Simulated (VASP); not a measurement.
# C (P6_3/mmc) in VASP: notebook

One crystal, C, is run at these levels: vdW-DF, vdW-DF2, optB88-vdW, optB86b-vdW; tasks: single point.

Program: VASP 6.6.1. These are calculated values, not measurements. Logs are shortened: lines on timing, memory, paths and dates and some standing lists are left out, and cuts for length are marked.

## (1) The crystal as given

It takes space group P6_3/mmc (No. 194, hexagonal). The conventional cell has a = 2.461 Å, b = 2.461 Å, c = 8.050 Å, α = 90.00°, β = 90.00°, γ = 120.00°. Around C (site symmetry -6m2) lie 3 C at 1.42 Å. Around C (site symmetry -6m2) lie 3 C at 1.42 Å.

The cell was built by a generator and needn't be a form met in nature.

## (2) Single point, vdW-DF

Input file INCAR:

```
SYSTEM = C
AGGAC = 0.0 ; ALGO = Normal
EDIFF = 1E-6 ; ENCUT = 520
GGA = RE ; ISIF = 2
ISMEAR = -1 ; LASPH = .TRUE.
LCHARG = .FALSE. ; LREAL = .FALSE.
LUSE_VDW = .TRUE. ; LWAVE = .FALSE.
NBANDS = 16 ; NELM = 100
PREC = Accurate ; SIGMA = 0.05
```

Input file KPOINTS:

```
k-points
0
G
  16 16 4
  0 0 0
```

Input file POSCAR:

```
C
1.0
    2.4610000000      0.0000000000      0.0000000000
   -1.2305000000      2.1312885187      0.0000000000
    0.0000000000      0.0000000000      8.0496000000
C
4
Direct
    0.0000000000      0.0000000000      0.2500000000
    0.3333333333      0.6666666667      0.2500000000
    0.0000000000      0.0000000000      0.7500000000
    0.6666666667      0.3333333333      0.7500000000
```

Potentials or basis: VASP PAW PBE potentials, release 64 (C).

The run is started by

```console
cat potpaw_PBE.64/C/POTCAR > POTCAR
mpirun -np 1 vasp_std > vasp.out
```

OUTCAR:

```text
SYSTEM = C
   EDIFF = 1E-6
   ENCUT = 520
   GGA = RE
   ISIF = 2
   ISMEAR = -1
   LASPH = .TRUE.
   LREAL = .FALSE.
   NELM = 100
   PREC = Accurate

 ion  position               nearest neighbor table
   1  0.000  0.000  0.250-   2 1.42   2 1.42   2 1.42
   2  0.333  0.667  0.250-   1 1.42   1 1.42   1 1.42
   3  0.000  0.000  0.750-   4 1.42   4 1.42   4 1.42
   4  0.667  0.333  0.750-   3 1.42   3 1.42   3 1.42

  LATTYP: Found a hexagonal cell.
 ALAT       =     2.4610000000
 C/A-ratio  =     3.2708655018

  Lattice vectors:

 A1 = (   2.4610000000,   0.0000000000,   0.0000000000)
 A2 = (  -1.2305000000,   2.1312885187,   0.0000000000)
 A3 = (   0.0000000000,   0.0000000000,   8.0496000000)

Analysis of symmetry for initial positions (statically):
=====================================================================
 Subroutine PRICEL returns:
 Original cell was already a primitive cell.

 Routine SETGRP: Setting up the symmetry group for a
 hexagonal supercell.

 Subroutine GETGRP returns: Found 24 space group operations
 (whereof 12 operations were pure point group operations)
 out of a pool of 24 trial point group operations.

The static configuration has the point symmetry D_3d.
 The point group associated with its full space group is D_6h.

Analysis of symmetry for dynamics (positions and initial velocities):
=====================================================================
 Subroutine PRICEL returns:
 Original cell was already a primitive cell.

 Routine SETGRP: Setting up the symmetry group for a
 hexagonal supercell.

 Subroutine GETGRP returns: Found 24 space group operations
 (whereof 12 operations were pure point group operations)
 out of a pool of 24 trial point group operations.

The dynamic configuration has the point symmetry D_3d.
 The point group associated with its full space group is D_6h.

 Subroutine INISYM returns: Found 24 space group operations
 (whereof 12 operations are pure point group operations),
 and found     1 'primitive' translations

----------------------------------------------------------------------------------------

                                     Primitive cell

  volume of cell :      42.2210

  direct lattice vectors                    reciprocal lattice vectors
     2.461000000  0.000000000  0.000000000     0.406338887  0.234599866  0.000000000
    -1.230500000  2.131288519  0.000000000     0.000000000  0.469199731  0.000000000
     0.000000000  0.000000000  8.049600000     0.000000000  0.000000000  0.124229775

  length of vectors
     2.461000000  2.461000000  8.049600000     0.469199731  0.469199731  0.124229775

  position of ions in fractional coordinates (direct lattice)
     0.000000000  0.000000000  0.250000000
     0.333333333  0.666666667  0.250000000
     0.000000000  0.000000000  0.750000000
     0.666666667  0.333333333  0.750000000

  ion indices of the primitive-cell ions
   primitive index   ion index
                 1           1
                 2           2
                 3           3
                 4           4

----------------------------------------------------------------------------------------

 KPOINTS: k-points

Automatic generation of k-mesh.
 Grid dimensions read from file:
 generate k-points for:   16   16    4

 Generating k-lattice:

  Cartesian coordinates                     Fractional coordinates (reciprocal lattice)
     0.025396180  0.014662492  0.000000000     0.062500000  0.000000000  0.000000000
     0.000000000  0.029324983  0.000000000     0.000000000  0.062500000  0.000000000
     0.000000000  0.000000000  0.031057444     0.000000000  0.000000000  0.250000000

  Length of vectors
     0.029324983  0.029324983  0.031057444

  Shift w.r.t. Gamma in fractional coordinates (k-lattice)
     0.000000000  0.000000000  0.000000000

 Subroutine IBZKPT returns following result:
 ===========================================

 Found     90 irreducible k-points:

 Following reciprocal coordinates:
            Coordinates               Weight
  0.000000  0.000000  0.000000      1.000000
  0.062500  0.000000  0.000000      6.000000
  0.125000  0.000000  0.000000      6.000000
  0.187500  0.000000  0.000000      6.000000
  0.250000  0.000000  0.000000      6.000000
  0.312500  0.000000  0.000000      6.000000
[... 16 lines left out ...]
  0.187500  0.187500  0.000000      6.000000
  0.250000  0.187500  0.000000     12.000000
 [... further k-points ...]
   k-points           NKPTS =     90   k-points in BZ     NKDIM =     90   number of bands    NBANDS=     16
   number of dos      NEDOS =    301   number of ions     NIONS =      4
   total plane-waves  NPLWV =  19440
   dimension x,y,z NGX =    18 NGY =   18 NGZ =   60
   dimension x,y,z NGXF=    36 NGYF=   36 NGZF=  120
   ions per type =               4
   NGX,Y,Z   is equivalent  to a cutoff of  12.16, 12.16, 12.39 a.u.
   NGXF,Y,Z  is equivalent  to a cutoff of  24.32, 24.32, 24.78 a.u.
 SYSTEM =  C
   PREC   = accura    normal or accurate (medium, high low for compatibility)
   ISTART =      0    job   : 0-new  1-cont  2-samecut
   ICHARG =      2    charge: 1-file 2-atom 10-const
   ISPIN  =      1    spin polarized calculation?
   LNONCOLLINEAR =      F non collinear calculations
   LSORBIT =      F    spin-orbit coupling
   LASPH  =      T    aspherical Exc in radial PAW
   ENCUT  =  520.0 eV  38.22 Ry    6.18 a.u.   4.58  4.58 14.97*2*pi/ulx,y,z
   NELM   =    100;   NELMIN=  2; NELMDL= -5     # of ELM steps
   EDIFF  = 0.1E-05   stopping-criterion for ELM
[... 8 lines left out ...]
   TEBEG  =    0.0;   TEEND  =   0.0 temperature during run
   PSTRESS=    0.0 pullay stress
   NELECT =      16.0000    total number of electrons
   NUPDOWN=      -1.0000    fix difference up-down
   EMIN   =  10.00;   EMAX   =-10.00  energy-range for DOS
   EFERMI =   0.00;   METHOD = LEGACY
   ISMEAR =    -1;   SIGMA  =   0.05  broadening in eV -4-tet -1-fermi 0-gaus
   EFERMI_NEDOS =   21; number of points for ismear=-14 and -15
   IALGO  =     38    algorithm
   IMIX   =      4    mixing-type and parameters
     AMIX     =   0.40;   BMIX     =  1.00
     AMIX_MAG =   1.60;   BMIX_MAG =  1.00
  volume/ion in A,a.u.               =      10.56        71.23
  Fermi-wavevector in a.u.,A,eV,Ry     =   1.184692  2.238743 19.095709  1.403495
[... 38 lines left out ...]
      3      -4.7593      2.00000
      4      -4.0319      2.00000
      5       0.0584      2.00000
      6       0.0584      2.00000
[... 8 lines left out ...]
     15      14.6667      0.00000
     16      14.7086      0.00000

 k-point     2 :       0.0625    0.0000    0.0000
  band No.  band energies     occupation
      1     -16.2744      2.00000
      2     -16.2110      2.00000
      3      -4.6473      2.00000
      4      -3.9233      2.00000
      5      -0.3110      2.00000
      6      -0.3073      2.00000
[... 8 lines left out ...]
     15      14.3418      0.00000
     16      14.3906      0.00000

 k-point     3 :       0.1250    0.0000    0.0000
  band No.  band energies     occupation
      1     -15.9977      2.00000
      2     -15.9356      2.00000
      3      -4.3128      2.00000
      4      -3.5992      2.00000
      5      -1.3066      2.00000
      6      -1.2996      2.00000
[... 8 lines left out ...]
     15      13.4258      0.00000
     16      13.5019      0.00000

 k-point     4 :       0.1875    0.0000    0.0000
  band No.  band energies     occupation
      1     -15.5386      2.00000
      2     -15.4786      2.00000
      3      -3.7607      2.00000
      4      -3.0654      2.00000
      5      -2.6994      2.00000
      6      -2.6879      2.00000
[... 8 lines left out ...]
     15      14.7302      0.00000
     16      14.7393      0.00000

 k-point     5 :       0.2500    0.0000    0.0000
  band No.  band energies     occupation
      1     -14.9004      2.00000
      2     -14.8434      2.00000
      3      -4.2875      2.00000
      4      -4.2710      2.00000
      5      -3.0013      2.00000
      6      -2.3340      2.00000
[... 8 lines left out ...]
     15      16.6808      0.00000
     16      16.6907      0.00000

 k-point     6 :       0.3125    0.0000    0.0000
  band No.  band energies     occupation
      1     -14.0889      2.00000
      2     -14.0357      2.00000
      3      -5.9335      2.00000
      4      -5.9115      2.00000
      5      -2.4891      2.00000
      6      -2.4819      2.00000
[... 8 lines left out ...]
     15      17.4596      0.00000
     16      18.7937      0.00000

 k-point     7 :       0.3750    0.0000    0.0000
  band No.  band energies     occupation
      1     -13.1153      2.00000
      2     -13.0668      2.00000
      3      -7.5466      2.00000
      4      -7.5194      2.00000
      5      -2.9207      2.00000
      6      -2.9131      2.00000
[... 8 lines left out ...]
     15      17.3659      0.00000
     16      18.5424      0.00000

 k-point     8 :       0.4375   -0.0000    0.0000
  band No.  band energies     occupation
      1     -12.0122      2.00000
      2     -11.9700      2.00000
      3      -9.0476      2.00000
      4      -9.0166      2.00000
      5      -3.1891      2.00000
      6      -3.1814      2.00000
[... 8 lines left out ...]
     15      15.6141      0.00000
     16      17.7615      0.00000

 k-point     9 :       0.5000    0.0000    0.0000
  band No.  band energies     occupation
      1     -11.1455      2.00000
      2     -11.1240      2.00000
      3     -10.0323      2.00000
      4     -10.0155      2.00000
      5      -3.2800      2.00000
      6      -3.2722      2.00000
[... 8 lines left out ...]
     15      16.1223      0.00000
     16      16.7322      0.00000
[... 172 lines left out ...]
 k-point    19 :       0.2500    0.1250    0.0000
  band No.  band energies     occupation
      1     -13.8219      2.00000
      2     -13.7701      2.00000
      3      -5.8695      2.00000
      4      -5.8505      2.00000
      5      -3.5076      2.00000
      6      -3.4971      2.00000
[... 8 lines left out ...]
     15      16.3470      0.00000
     16      16.6880      0.00000

 k-point    20 :       0.3125    0.1250    0.0000
  band No.  band energies     occupation
      1     -12.8551      2.00000
      2     -12.8078      2.00000
      3      -7.3938      2.00000
      4      -7.3686      2.00000
      5      -3.9848      2.00000
      6      -3.9727      2.00000
[... 8 lines left out ...]
     15      16.9021      0.00000
     16      17.5989      0.00000

 k-point    21 :       0.3750    0.1250    0.0000
  band No.  band energies     occupation
      1     -11.7624      2.00000
      2     -11.7213      2.00000
      3      -8.8458      2.00000
      4      -8.8164      2.00000
      5      -4.2724      2.00000
      6      -4.2596      2.00000
[... 8 lines left out ...]
     15      15.7684      0.00000
     16      16.7040      0.00000

 k-point    22 :       0.4375    0.1250    0.0000
  band No.  band energies     occupation
      1     -10.9077      2.00000
      2     -10.8868      2.00000
      3      -9.8077      2.00000
      4      -9.7920      2.00000
      5      -4.3686      2.00000
      6      -4.3556      2.00000
[... 8 lines left out ...]
     15      15.4357      0.00000
     16      16.1213      0.00000

 k-point    23 :       0.1875    0.1875    0.0000
  band No.  band energies     occupation
      1     -13.9113      2.00000
      2     -13.8590      2.00000
      3      -5.3758      2.00000
      4      -5.3658      2.00000
      5      -3.8983      2.00000
      6      -3.8910      2.00000
[... 8 lines left out ...]
     15      15.0687      0.00000
     16      15.1484      0.00000

 k-point    24 :       0.2500    0.1875    0.0000
  band No.  band energies     occupation
      1     -13.0294      2.00000
      2     -12.9812      2.00000
      3      -6.5926      2.00000
      4      -6.5757      2.00000
      5      -4.7008      2.00000
      6      -4.6891      2.00000
[... 8 lines left out ...]
     15      15.8944      0.00000
     16      16.3259      0.00000

 [... further k-points ...]
[... 5 lines left out ...]
  --------------------------------------------------------------------------------------
  -------------------------------------------------------------------------------------
  Total        1.9669078      1.9669078     -0.4319956      0.0000000      0.0000000      0.0000000
  in kB       74.6391067     74.6391067    -16.3931233      0.0000000      0.0000000      0.0000000
  external PRESSURE =      44.2950300 kB  Pullay stress =       0.0000000 kB

 VOLUME and BASIS-vectors are now :
 -----------------------------------------------------------------------------
  energy-cutoff  :      520.00
  volume of cell :       42.22
      direct lattice vectors                 reciprocal lattice vectors
     2.461000000  0.000000000  0.000000000     0.406338887  0.234599866  0.000000000
    -1.230500000  2.131288519  0.000000000     0.000000000  0.469199731  0.000000000
     0.000000000  0.000000000  8.049600000     0.000000000  0.000000000  0.124229775

 POSITION                                       TOTAL-FORCE (eV/Angst)
 -----------------------------------------------------------------------------------
      0.00000      0.00000      2.01240         0.000000     -0.000000     -0.000000
     -0.00000      1.42086      2.01240         0.000000      0.000000      0.000000
      0.00000      0.00000      6.03720         0.000000      0.000000     -0.000000
      1.23050      0.71043      6.03720        -0.000000      0.000000      0.000000
 -----------------------------------------------------------------------------------
    total drift:                                0.000000     -0.000000      0.000000

  FREE ENERGIE OF THE ION-ELECTRON SYSTEM (eV)
  ---------------------------------------------------
  free  energy   TOTEN  =       -30.0345907225 eV

  energy  without entropy=      -30.0345892513  energy(sigma->0) =      -30.03458999

Total vdW correction in eV:      2.4354509
```

Wall time 32 s (1 thread of Intel Xeon 6975P-C (Granite Rapids), shared host); peak memory 0.32 GiB.

What came out:

```yaml
Free_energy: -30.0346 eV
Pressure: 4.4 GPa
Band_gap_on_the_k_mesh: 0.99 eV, direct
```

Stress tensor (GPa, compression positive):
```
 7.46  0.00  0.00
 0.00  7.46  0.00
 0.00  0.00 -1.64
```

Levels at points of the mesh, in eV from the valence-band top:
| k point | band 4 | band 5 | band 6 | band 7 | band 8 | band 9 | band 10 | band 11 | band 12 | band 13 |
| --- | --- | --- | --- | --- | --- | --- | --- | --- | --- | --- |
| (0.00, 0.00, 0.00) | -6.78 | -2.69 | -2.69 | -2.68 | -2.68 | 3.48 | 7.37 | 8.89 | 8.89 | 8.90 |
| (0.50, 0.00, 0.00) | -12.76 | -6.02 | -6.02 | -2.01 | -1.78 | 2.05 | 2.34 | 7.97 | 8.07 | 10.92 |
| (0.00, 0.00, 0.50) | -7.16 | -2.68 | -2.68 | -2.68 | -2.68 | 5.00 | 5.00 | 8.89 | 8.89 | 8.89 |
| (0.50, 0.00, 0.50) | -12.77 | -6.02 | -6.02 | -1.89 | -1.89 | 2.16 | 2.16 | 8.02 | 8.02 | 11.95 |

Caveat: the PAW data sets were made with another functional, which shifts forces and pressure a little. A k mesh can miss the band edges.

(Continued in part 2 of 2.)
